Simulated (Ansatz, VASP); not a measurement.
# BN: VASP beside Ansatz

INCAR

```
  ALGO = Fast
  EDIFF = 1E-8
  ENCUT = 520
  GGA = PE
  ISIF = 2
  ISMEAR = 0
  LASPH = T
  LCHARG = F
  LEFG = T
  LREAL = F
  LWAVE = F
  NELM = 100
  PREC = Accurate
  SIGMA = 0.02
```

KPOINTS

```
k-points
0
Gamma
  12 12 4
```

POSCAR

```
BN
1.0
    2.4982400000      0.0000000000      0.0000000000
   -1.2491200000      2.1635393048      0.0000000000
    0.0000000000      0.0000000000      6.6357000000
N B
2 2
Direct
    0.6666666667      0.3333333333      0.2500000000
    0.3333333333      0.6666666667      0.7500000000
    0.6666666667      0.3333333333      0.7500000000
    0.3333333333      0.6666666667      0.2500000000
```

File input.yaml:

```yaml
crystal:
  lattice:
    - [2.49824, 0.0, 0.0]
    - [-1.24912, 2.1635393048, 0.0]
    - [0.0, 0.0, 6.6357]
  atoms:
    - { symbol: "N", position: [0.6666666667, 0.3333333333, 0.25] }
    - { symbol: "N", position: [0.3333333333, 0.6666666667, 0.75] }
    - { symbol: B, position: [0.6666666667, 0.3333333333, 0.75] }
    - { symbol: B, position: [0.3333333333, 0.6666666667, 0.25] }
hamiltonian:
  xc: pbe
  pseudopotentials: { kind: paw }
kpoints:
  mp_grid: { grid: [12, 12, 4] }
scf:
  occupations: { method: gaussian, width: 0.02 }
output:
  forces: true
  stress: true
  eigenvalues: true
```

Alike in both runs: functional PBE; k mesh 12 × 12 × 4; occupations gaussian, width 0.02 eV; no spin polarisation.

|  | VASP | Ansatz |
| --- | --- | --- |
| version | VASP 6.6.1 | Ansatz 0.2.0 |
| potentials or method | VASP PAW PBE potentials, release 64 (N, B) | Ansatz PAW |
| plane-wave cutoff (eV) | 520 | 420 |
| valence electrons in the cell | 16 | 16 |
| task | electric field gradients | single point |

VASP gave:

```
gap on the k mesh at the Fermi level (eV)       : 4.29
least direct gap on the mesh (eV)               : 4.66
pressure (GPa)                                  : 5.1
largest component of the traceless stress (GPa) : 2.30
```

Problem. Estimate Ansatz's values.

Solution. gap on the k mesh at the Fermi level (eV): 4.29; least direct gap on the mesh (eV): 4.66; pressure (GPa): 5.1; largest component of the traceless stress (GPa): 2.09.

The functional is the same, so the differences come from potentials, cutoffs and numerics.

Caveats: this functional lacks dispersion, which binds the layers, so the pressure and a relaxed spacing across them are unreliable; the pressure holds a Pulay correction of +0.6 GPa for the finite cutoff (Ansatz). PBE gaps usually lie below the measured ones, often by a third to a half. A k mesh can miss the band edges.
